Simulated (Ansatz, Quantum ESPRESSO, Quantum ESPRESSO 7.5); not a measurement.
# In2Se2, 1 layer: response to a perpendicular field

Aim: how In2Se2, 1 layer screens a field along its normal, and what the field does to its bands.

Program: Quantum ESPRESSO 7.5. Level of theory: plane-wave DFT, PBE, GBRV ultrasoft pseudopotentials (geometry and cross-check by Ansatz 0.2.0 with PAW datasets; geometry under PBE). Results are calculated unless marked as measured.

## 1. Set-up

The cell holds 4 atoms: 2 Se and 2 In. Cell: a = 4.134 Å, b = 4.134 Å, c = 22.143 Å, α = 90.0°, β = 90.0°, γ = 120.0°. It derives from In2Se2. Vacuum lies along c.

## 2. Geometry from Ansatz

A relaxation in Ansatz fixes the structure of this slab for the runs on it.

File input.yaml:

```yaml
crystal:
  lattice:
    - [4.134, 0.0, 0.0]
    - [-2.067, 3.5801490192, 0.0]
    - [0.0, 0.0, 22.1429094641]
  atoms:
    - { symbol: Se, position: [0.3333333333, 0.6666666667, 0.3838700607] }
    - { symbol: In, position: [0.0, 0.0, 0.4358711193] }
    - { symbol: In, position: [0.0, 0.0, 0.5641288807] }
    - { symbol: Se, position: [0.3333333333, 0.6666666667, 0.6161299393] }
kpoints:
  mp_grid: { grid: [6, 6, 1] }
hamiltonian:
  xc: pbe
scf:
  occupations: { method: fermi_dirac, width: 0.05 }
  convergence: { dr2_threshold: 1.0e-08 }
efield:
  axis: 3
  dipole_correction: true
  ramp_position: 0.97
  ramp_width: 0.04
relax:
  f_tol: 0.01
  cell: { fix: [c, alpha, beta] }
output:
  write_potential: true
  write_density: true
  volumetric_format: npy
```

On the command line:

```bash
$ ansatz run input.yaml --threads 4 --pin off --max-ram 8192MiB --backend cpu --events-out ev --progress --plain --runs-dir out
```

Numbers of over 12 decimals in the logs are rounded to 6 here.

The program printed:

```text
Warning: relax.cell: scf.convergence.dr2_threshold = 1e-8 eV is looser than the 4e-10 eV advised for a relaxation that steers and ends on the stress (1e-10 eV for each atom of the cell: 4). What an SCF threshold leaves in a stress goes as its square root, and in the free energy as the threshold itself, and one threshold admits the most on a small cell: [figures from the program's tests cut] Set scf.convergence.dr2_threshold to 4e-10 eV or tighter. The threshold is an SCF's pass mark: one that does not reach it within its budget of iterations ends unconverged, or closes short of it on a stop that the run arms, and scf.convergence.dr2_threshold's page says what that costs each kind of run
Engine: ansatz 0.2.0, aarch64-unknown-linux-gnu
Pseudopotentials: kind: paw
Pseudopotential: Se, paw, valence charge 16, recommended cutoff 420 eV (normal), Se.paw.azcp
Pseudopotential: In, paw, valence charge 13, recommended cutoff 420 eV (normal), In.paw.azcp
Functional definition: PBE
  parameter kappa = 0.804
  parameter beta = 0.066725
  exchange = pbe_x(kappa = kappa, mu = beta*pi^2/3)
  correlation = pbe_c(beta = beta)
Crystal: 4 atoms, lattice volume = 327.723 Å³
Basis set: ecut = 420 eV, 6339 PW (Γ), exchange–correlation on 60×60×300 points (8 copies of the dense FFT grid, shifted against one another)
Bands: 35, of which v1, the nominal top of the filled ones, is band 29 counted from 1 (28 counted from 0)
Symmetry: 6 space group operations
k-points: 7 of 36 (time reversal used)
Non-local potential: Se, projectors of the file, l = 0: 2, l = 1: 2, l = 2: 3, l = 3: 1
Non-local potential: In, projectors of the file, l = 0: 2, l = 1: 2, l = 2: 2, l = 3: 2
PAW form: soft (Blöchl's): semilocal exchange-correlation on the pseudo side does not see the compensation charge
PAW one-centre angular grid: Se, 590 points (default); XC on 64 Gauss nodes
PAW one-centre angular grid: In, 590 points (default); XC on 64 Gauss nodes
Initial density: superposition of atomic densities (neutral atoms: chi_scale 0, normalization atom), corrected by the library's trained network
Initial wavefunctions: pseudopotential atomic-orbital guess
Functional: x = pbe(κ = 0.804, μ = 0.219515), c = pbe(β = 0.066725)
SCF iter   1: F=—  HF=-22135.874063 eV  |F-HF|=—  |Δ(HF+E_count)|=         —  Δρ=1.28e-3  dr2=1.04e-2  ethr=1.77e-3  p=-0.000 e·Å  D=-1.16e-5 V/Å  ΔV_dip=0.00 eV  dr2_dipole=1.59e-7  V_vac-E_F(+/−)=5.11/5.11 eV  ⟨swp⟩=7.4  Hψ=1152  notcnv=0
efield: sawtooth ramp at fractional position 0.9700 (set: `efield.ramp_position`, or a place that a band, a saddle search or an elastic batch's reference lends), width 0.0400; the density the first Hamiltonian is built on has a dipole p = -0.000 e·Å; the dipole correction subtracts the counter field D = -1.16e-5 V/Å, which shifts the + side's vacuum level by +0.00 eV against the − side's; the planar-averaged density in the ramp window peaks in size at 4.7e-6 e/Å³
preconditioner: auto → Resta (q_TF=auto, 2.044 Å⁻¹)  ε∞=1.8  [insulator: Δε(μ)=0.941 eV  Ē_g=13.816 eV  σ=0.050 eV  W_gap=1.00  n_scr=56 (ndim 8)  ℏωp=12.6 eV  f_vac=0.623  D(μ)=0.00/eV (n_scr^D=0)  ε∞_Penn≈1.8  vacuum switching on, ρ_ref=1.4e-2 e/Å³]
SCF iter   2: F=—  HF=-22135.873614 eV  |F-HF|=—  |Δ(HF+E_count)|=   4.49e-4  Δρ=4.56e-4  dr2=1.97e-3  ethr=1.79e-5  p=0.000 e·Å  D=1.08e-4 V/Å  ΔV_dip=-0.00 eV  dr2_dipole=1.58e-6  V_vac-E_F(+/−)=5.11/5.11 eV  ⟨swp⟩=2.0  Hψ=383  notcnv=0  defer=7
SCF iter   3: F=—  HF=-22135.873572 eV  |F-HF|=—  |Δ(HF+E_count)|=   4.20e-5  Δρ=2.67e-4  dr2=3.19e-4  ethr=3.39e-6  p=-0.000 e·Å  D=-1.98e-4 V/Å  ΔV_dip=0.00 eV  dr2_dipole=3.45e-6  V_vac-E_F(+/−)=5.15/5.14 eV  ⟨swp⟩=2.0  Hψ=276  notcnv=0  defer=7
SCF iter   4: F=—  HF=-22135.873806 eV  |F-HF|=—  |Δ(HF+E_count)|=   2.34e-4  Δρ=1.19e-4  dr2=1.79e-4  ethr=5.50e-7  p=0.001 e·Å  D=7.38e-4 V/Å  ΔV_dip=-0.02 eV  dr2_dipole=5.27e-5  V_vac-E_F(+/−)=5.14/5.16 eV  ⟨swp⟩=2.0  Hψ=306  notcnv=0  defer=7
SCF iter   5: F=—  HF=-22135.873839 eV  |F-HF|=—  |Δ(HF+E_count)|=   3.34e-5  Δρ=5.75e-5  dr2=5.73e-5  ethr=3.09e-7  p=-0.001 e·Å  D=-4.52e-4 V/Å  ΔV_dip=0.01 eV  dr2_dipole=1.97e-5  V_vac-E_F(+/−)=5.16/5.15 eV  ⟨swp⟩=2.0  Hψ=273  notcnv=0  defer=7
SCF iter   6: F=—  HF=-22135.873867 eV  |F-HF|=—  |Δ(HF+E_count)|=   2.78e-5  Δρ=2.62e-5  dr2=7.27e-6  ethr=9.88e-8  p=-0.000 e·Å  D=-1.43e-4 V/Å  ΔV_dip=0.00 eV  dr2_dipole=2.11e-6  V_vac-E_F(+/−)=5.16/5.15 eV  ⟨swp⟩=1.4  Hψ=241  notcnv=0  defer=7
SCF iter   7: F=—  HF=-22135.873884 eV  |F-HF|=—  |Δ(HF+E_count)|=   1.67e-5  Δρ=7.19e-6  dr2=3.28e-7  ethr=1.25e-8  p=-0.000 e·Å  D=-2.06e-5 V/Å  ΔV_dip=0.00 eV  dr2_dipole=4.98e-8  V_vac-E_F(+/−)=5.16/5.16 eV  ⟨swp⟩=2.0  Hψ=289  notcnv=0  defer=7
SCF iter   8: F=—  HF=-22135.873884 eV  |F-HF|=—  |Δ(HF+E_count)|=   3.34e-7  Δρ=1.64e-6  dr2=1.51e-8  ethr=5.66e-10  p=-0.000 e·Å  D=-5.56e-6 V/Å  ΔV_dip=0.00 eV  dr2_dipole=1.66e-9  V_vac-E_F(+/−)=5.16/5.16 eV  ⟨swp⟩=2.0  Hψ=302  notcnv=0  defer=7
SCF iter   9: F=-22135.873884 eV  HF=-22135.873884 eV  |F-HF|=1.18e-9  |Δ(HF+E_count)|=   1.95e-8  Δρ=4.51e-7  dr2=7.71e-10  ethr=1.72e-11  p=-0.000 e·Å  D=-9.35e-7 V/Å  ΔV_dip=0.00 eV  dr2_dipole=8.21e-11  V_vac-E_F(+/−)=5.16/5.16 eV  ⟨swp⟩=8.9  Hψ=1558  notcnv=0
SCF 1 converged in 9 iterations: F = -22135.873884 eV  dr2 = 7.71e-10
  greatest PAW one-centre occupation: 1.000 electrons in one spin orbital (limit 2), on the Se atom at site 0 (counted from 0), in its partial waves of l = 2
relax step   1: F+E_penalty+E_count = -22135.87388418 eV  Δ(F+E_penalty+E_count) = +0.000e0 eV  max|allowed force component| = 5.722e-1 eV/Å  Δτ_max = 0.0000 Å  P = +0.434 GPa  Ω = 327.723 Å³  fix = [c, alpha, beta]  reactions: c +0.581 GPa  (9 SCF iters, accepted)
Crystal: 4 atoms, lattice volume = 321.623 Å³
Basis set: ecut = 420 eV, 6255 PW (Γ), exchange–correlation on 60×60×300 points (8 copies of the dense FFT grid, shifted against one another)
Initial density: handed on by an earlier stage of this run
Initial wavefunctions: those handed on with the density
iter 1 solved again at ethr=2.25e-4 eV; its pass at ethr=3.10e-3 eV (dr2=1.30e-1 eV) is discarded
SCF iter   1: F=—  HF=-22135.871524 eV  |F-HF|=—  |Δ(HF+E_count)|=         —  Δρ=4.03e-3  dr2=1.31e-1  ethr=2.25e-4  p=-0.000 e·Å  D=-9.15e-7 V/Å  ΔV_dip=0.00 eV  dr2_dipole=3.62e-10  V_vac-E_F(+/−)=5.24/5.24 eV  ⟨swp⟩=1.1  Hψ=1267  notcnv=0
[...]
SCF iter   9: F=—  HF=-22135.931317 eV  |F-HF|=—  |Δ(HF+E_count)|=   8.05e-9  Δρ=8.13e-7  dr2=1.17e-8  ethr=2.56e-10  p=0.000 e·Å  D=6.81e-6 V/Å  ΔV_dip=-0.00 eV  dr2_dipole=4.53e-9  V_vac-E_F(+/−)=5.21/5.21 eV  ⟨swp⟩=1.3  Hψ=246  notcnv=0
SCF iter  10: F=-22135.931317 eV  HF=-22135.931317 eV  |F-HF|=1.38e-10  |Δ(HF+E_count)|=  1.02e-10  Δρ=1.46e-7  dr2=2.16e-10  ethr=1.72e-11  p=0.000 e·Å  D=8.65e-7 V/Å  ΔV_dip=-0.00 eV  dr2_dipole=6.17e-11  V_vac-E_F(+/−)=5.21/5.21 eV  ⟨swp⟩=8.0  Hψ=1396  notcnv=0
SCF 3 converged in 10 iterations: F = -22135.931317 eV  dr2 = 2.16e-10
relax step   3: F+E_penalty+E_count = -22135.93131702 eV  Δ(F+E_penalty+E_count) = -5.743e-2 eV  max|allowed force component| = 7.381e-2 eV/Å  Δτ_max = 0.0941 Å  P = -0.086 GPa  Ω = 324.748 Å³  energy of the carried Pulay correction = +1.972e-4 eV  fix = [c, alpha, beta]  reactions: c +0.027 GPa  (10 SCF iters, accepted)
[...]
relax step   4: F+E_penalty+E_count = -22135.93454816 eV  Δ(F+E_penalty+E_count) = -3.231e-3 eV  max|allowed force component| = 3.093e-2 eV/Å  Δτ_max = 0.0174 Å  P = -0.062 GPa  Ω = 321.651 Å³  energy of the carried Pulay correction = +4.056e-4 eV  fix = [c, alpha, beta]  reactions: c -0.006 GPa  (8 SCF iters, accepted)
[...]
relax step   5: F+E_penalty+E_count = -22135.93503516 eV  Δ(F+E_penalty+E_count) = -4.870e-4 eV  max|allowed force component| = 9.509e-3 eV/Å  Δτ_max = 0.0052 Å  P = -0.019 GPa  Ω = 320.228 Å³  energy of the carried Pulay correction = +5.025e-4 eV  fix = [c, alpha, beta]  reactions: c -0.023 GPa  (7 SCF iters, accepted)
Initial wavefunctions: pseudopotential atomic-orbital guess (no wavefunctions were taken with the density)
iter 1 solved again at ethr=6.56e-8 eV; its pass at ethr=3.10e-3 eV (dr2=3.80e-5 eV) is discarded
SCF iter   1: F=—  HF=-22135.934509 eV  |F-HF|=—  |Δ(HF+E_count)|=         —  Δρ=2.15e-5  dr2=2.74e-7  ethr=6.56e-8  p=-0.000 e·Å  D=-3.06e-7 V/Å  ΔV_dip=0.00 eV  dr2_dipole=3.16e-10  V_vac-E_F(+/−)=5.19/5.19 eV  ⟨swp⟩=4.0  Hψ=1877  notcnv=0
efield: sawtooth ramp at fractional position 0.9700 (set: `efield.ramp_position`, or a place that a band, a saddle search or an elastic batch's reference lends), width 0.0400; the density the first Hamiltonian is built on has a dipole p = -0.000 e·Å; the dipole correction subtracts the counter field D = -3.06e-7 V/Å, which shifts the + side's vacuum level by +0.00 eV against the − side's; the planar-averaged density in the ramp window peaks in size at 9.9e-6 e/Å³
preconditioner: auto → Resta (q_TF=auto, 2.052 Å⁻¹)  ε∞=1.9  [insulator: Δε(μ)=1.398 eV  Ē_g=13.727 eV  σ=0.050 eV  W_gap=1.00  n_scr=56 (ndim 8)  ℏωp=12.8 eV  f_vac=0.613  D(μ)=0.00/eV (n_scr^D=0)  ε∞_Penn≈1.9  vacuum switching on, ρ_ref=1.4e-2 e/Å³]
SCF iter   2: F=—  HF=-22135.934520 eV  |F-HF|=—  |Δ(HF+E_count)|=   1.10e-5  Δρ=9.93e-6  dr2=6.16e-8  ethr=4.72e-10  p=0.000 e·Å  D=4.98e-6 V/Å  ΔV_dip=-0.00 eV  dr2_dipole=1.36e-9  V_vac-E_F(+/−)=5.19/5.19 eV  ⟨swp⟩=2.0  Hψ=447  notcnv=0
SCF iter   3: F=—  HF=-22135.934520 eV  |F-HF|=—  |Δ(HF+E_count)|=   7.10e-8  Δρ=2.82e-6  dr2=6.10e-8  ethr=1.06e-10  p=-0.000 e·Å  D=-1.44e-5 V/Å  ΔV_dip=0.00 eV  dr2_dipole=2.40e-8  V_vac-E_F(+/−)=5.19/5.19 eV  ⟨swp⟩=3.0  Hψ=378  notcnv=0
SCF iter   4: F=—  HF=-22135.934520 eV  |F-HF|=—  |Δ(HF+E_count)|=   4.31e-9  Δρ=1.88e-6  dr2=6.39e-8  ethr=1.05e-10  p=0.000 e·Å  D=1.78e-5 V/Å  ΔV_dip=-0.00 eV  dr2_dipole=2.68e-8  V_vac-E_F(+/−)=5.19/5.19 eV  ⟨swp⟩=2.0  Hψ=271  notcnv=0
SCF iter   5: F=-22135.934520 eV  HF=-22135.934520 eV  |F-HF|=1.17e-8  |Δ(HF+E_count)|=   5.86e-9  Δρ=7.46e-7  dr2=8.93e-9  ethr=1.72e-11  p=0.000 e·Å  D=7.18e-6 V/Å  ΔV_dip=-0.00 eV  dr2_dipole=3.56e-9  V_vac-E_F(+/−)=5.19/5.19 eV  ⟨swp⟩=8.6  Hψ=1528  notcnv=0
SCF 6 converged in 5 iterations: F = -22135.934520 eV  dr2 = 8.93e-9
  greatest PAW one-centre occupation: 1.000 electrons in one spin orbital (limit 2), on the Se atom at site 3 (counted from 0), in its partial waves of l = 2
relax step   6: F+E_penalty+E_count = -22135.93452032 eV  Δ(F+E_penalty+E_count) = +5.148e-4 eV  max|allowed force component| = 9.455e-3 eV/Å  Δτ_max = 0.0000 Å  P = -0.019 GPa  Ω = 320.228 Å³  fix = [c, alpha, beta]  reactions: c -0.023 GPa  stress off target by 1.67e-2 GPa on what of the cell is left free  SCF on the basis re-selected at this cell (its energy is not comparable with the rows above)  (5 SCF iters)
basis re-selected at this cell: Δ(F+E_penalty+E_count) = +5.148e-4 eV, ΔP = -0.000 GPa vs the last step (what re-selecting the basis moved, of the pressure what is left beyond the Pulay correction that the steps carried, after the strain that the cell walked since its last selection, with what the two solves' SCF thresholds leave and, on support functions, any second-order correction that the steps lacked; it is no m [...]
SCF converged after 5 iterations
Free energy (F): -22135.934520 eV
Harris-Foulkes:  -22135.934520 eV  (|F-HF|=1.17e-8)
Internal energy: -22135.934520 eV  (E = F + TS)
E sigma→0 (E₀):  -22135.934520 eV
Entropy (-TS):   -0.000000 eV (-0.000 meV/atom)
Fermi energy:    -0.615054 eV
Dipole field:    D = -0.000056 V/Å  (p = -0.000100 e·Å, saw-weighted, corrected)
Work function:   Φ+ = 5.1922 eV   Φ− = 5.1910 eV
Levels:          The Fermi level and band energies are counted from a zero that moves with the ramp; work functions are not
--- Per-component energies (eV) ---
  E_band       = -1368.858994
  E_kinetic    = 720.537752
  E_local      = -40607.080195  (includes V_loc(G=0)·N_el)
  E_nonlocal   = -457.013652
  E_hartree    = 19768.558388
  E_xc         = -637.594611
  E_vxc        = -392.931586  (∫ρ·V_xc dr)
  E_paw        = -12132.843036  (= ΣΔE_a)
  E_vpaw       = -169.489008  (= ΣTr[D̂ρ^β])
  E_aug_tail   = -0.001159  (compensation charges beyond the density's cutoff)
  E_efield     = 0.000000  (sawtooth field / dipole correction)
  E_vefield    = 0.000723  (∫n·V_field dr)
  E_ewald      = 11209.501994
  E_smearing   = -0.000000  (= −TS)
  E_closure    = -0.000000  (closes the sum)
  Σ components = -22135.934520   (vs F -22135.934520, Δ=0.00e0)
--- Forces (eV/Å), atoms counted from 1 ---
  atom   1  Se     0.00000000     0.00000000     0.00945701
  atom   2  In     0.00000000    -0.00000000    -0.00180250
  atom   3  In     0.00000000    -0.00000000     0.00166697
  atom   4  Se     0.00000000     0.00000000    -0.00931195
  max |Σ_I F_I| component: 9.54e-6 eV/Å
--- Stress (GPa, compression-positive) ---
       -0.016715      -0.000000       0.000000
       -0.000000      -0.016715       0.000000
        0.000000       0.000000      -0.022895
  P = ⅓ Tr σ = -0.0188 GPa (-0.188 kbar)
--- Band table (eV; the first three rows and the last of 7) ---
  k-point 0: bands = [... 25 lower, -1.9504, -1.8783, -1.8783, -1.4266, 0.0368, 1.2552, 3.5148, 3.5148, ... 2 higher]
  k-point 1: bands = [... 25 lower, -2.8114, -2.2401, -2.1358, -1.3613, 0.9455, 1.9601, 2.8431, 3.7306, ... 2 higher]
  k-point 2: bands = [... 25 lower, -3.0442, -2.7270, -2.5757, -1.7194, 1.0872, 1.0887, 3.1020, 3.3347, ... 2 higher]
  k-point 6: bands = [... 25 lower, -4.0950, -3.0768, -2.6337, -2.4316, 1.2362, 1.5838, 2.6490, 3.6901, ... 2 higher]
--- Relaxed structure (5 steps of the walk, 4 accepted, 1 SCFs on fresh bases) ---
  F+E_penalty+E_count = -22135.93452032 eV   max|allowed force component| = 9.455e-3 eV/Å   (the final SCF, on the basis selected at the relaxed cell)
  cell:  # Å, volume = 320.2285 Å³
    - [4.086461, 0.0, 0]
    - [-2.043230, 3.538979, 0]
    - [0, 0, 22.1429094641]
  atoms:
    - { symbol: Se, position: [0.333333, 0.666667, 0.378597] }
    - { symbol: In, position: [0, -3.700743415524894e-17, 0.436177] }
    - { symbol: In, position: [0, -3.700743415524894e-17, 0.563823] }
    - { symbol: Se, position: [0.333333, 0.666667, 0.621402] }
```

Wall time 11 s (4 threads of Arm Neoverse V1, shared host); peak memory 0.64 GiB; 40 s of CPU time.

Step by step:

| step | energy less that of the first step (eV) | largest force component (eV/Å) | pressure (GPa) | volume (Å³) |
| --- | --- | --- | --- | --- |
| 1 | 0.0000 | 0.5722 | 0.43 | 327.72 |
| 2 | 0.0333 | 1.0302 | -0.69 | 321.62 |
| 3 | -0.0574 | 0.0738 | -0.09 | 324.75 |
| 4 | -0.0607 | 0.0309 | -0.06 | 321.65 |
| 5 | -0.0612 | 0.0095 | -0.02 | 320.23 |
| 6* | -0.0606 | 0.0095 | -0.02 | 320.23 |

Relaxation steps marked * repeat the geometry before them on a plane-wave basis chosen anew for their cell, so energy and pressure can jump there. Relaxation step 2 was tried and not accepted.

Forces are held to the 6 operations that the run works with; a distortion that breaks them can't arise in this run.

| cell as run | before | after | change |
| --- | --- | --- | --- |
| a (Å) | 4.134 | 4.086 | -1.1 % |
| b (Å) | 4.134 | 4.086 | -1.1 % |

The atoms that moved most (Å, along periodic axes as changes of fractional coordinates times the final cell, across vacuum about the mean position):

| atom | dx | dy | dz | length |
| --- | --- | --- | --- | --- |
| Se1 | 0.000 | 0.000 | -0.117 | 0.117 |
| Se4 | 0.000 | 0.000 | 0.117 | 0.117 |
| In2 | 0.000 | 0.000 | 0.007 | 0.007 |
| In3 | 0.000 | 0.000 | -0.007 | 0.007 |

The relaxed structure:

```xyz
4
Lattice="4.0865 0.0000 0.0000 -2.0432 3.5390 0.0000 0.0000 0.0000 22.1429" Properties=species:S:1:pos:R:3
Se    0.0000    2.3593    8.3832
In    0.0000    0.0000    9.6582
In    0.0000    0.0000   12.4847
Se    0.0000    2.3593   13.7597
```

Numbers from this step:

* free energy: -22135.9345 eV
* Fermi energy: -0.6151 eV
* gap by band count: 1.398 eV
* symmetry operations: 6
* dipole along the normal: -9.96e-5 e·Å
* vacuum level at the upper face over a Fermi level inside the gap: 5.192 eV
* vacuum level at the lower face over a Fermi level inside the gap: 5.191 eV

[end of part 1 of 6]

[Logs are printed without paths, hosts, clocks, repeated set-up lines and the standing remarks that a program may print on its own settings, such as how far it seeks lower states.]

[Hosts, paths, dates, database ids (printed as entryN), source tags and the programs' standing remarks are cut or masked in the printed files.]

[Maps of the electrostatic potential energy from Ansatz leave out the sawtooth potential of an applied field or a dipole correction, so their vacuum need not be flat; planar profiles and work functions include it.]
